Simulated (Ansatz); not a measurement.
**fcc against bcc along group 11 and 12**

Method: DFT, RPBE, plane waves (420 eV) with PAW, scalar-relativistic (Ansatz 0.2.0). The PAW files were generated under PBE, with cores re-solved for the functional.

Each structure is relaxed within its symmetry, in the lowest magnetic state of the tried starts. Differences under about 8 meV lie within the error of the k-point mesh.

```
element  E(fcc) − E(bcc) (meV/atom)  V(fcc) (Å³/atom)  V(bcc) (Å³/atom)       state of fcc       state of bcc
     Cu                         -35             12.38             12.44  spin not included  spin not included
     Ag                         -27             18.69             18.90  spin not included  spin not included
     Au                         -18             18.49             18.56  spin not included  spin not included
     Zn                         -56             15.89             16.11  spin not included  spin not included
     Cd                           ?                 ?                 ?                  ?                  ?
```

Question: Fill in the row of Cd.

Answer: E(fcc) − E(bcc) (meV/atom): -41; V(fcc) (Å³/atom): 24.43; V(bcc) (Å³/atom): 24.97; state of fcc: spin not included; state of bcc: spin not included.
